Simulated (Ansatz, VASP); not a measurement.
**As in VASP and in Ansatz**

```xyz
2
Lattice="0.0000 2.9980 2.9980 2.9980 0.0000 2.9980 2.9980 2.9980 0.0000" Properties=species:S:1:pos:R:3 pbc="T T T"
As    0.7495    0.7495    0.7495
As    5.2465    5.2465    5.2465
```

Alike in both runs: task single point; functional revPBE; k mesh 10 × 10 × 10; occupations fermi-dirac, width 0.1 eV; no spin polarisation.

|  | VASP | Ansatz |
| --- | --- | --- |
| version | VASP 6.6.1 | Ansatz 0.2.0 |
| potentials or method | VASP PAW PBE potentials, release 64 (As) | plane waves (420 eV) with PAW, scalar-relativistic |
| plane-wave cutoff (eV) | 520 | 420 |
| valence electrons in the cell | 10 | 30 |

Ansatz gave:

| Item | Value |
| --- | --- |
| pressure (GPa) | 4.0 |

Question: Which values does VASP return?

Answer: Pressure (GPa): 4.1.

The two sets of potentials don't hold the same shells in valence.

Caveats: the PAW data sets were made with another functional, which shifts forces and pressure a little (VASP).
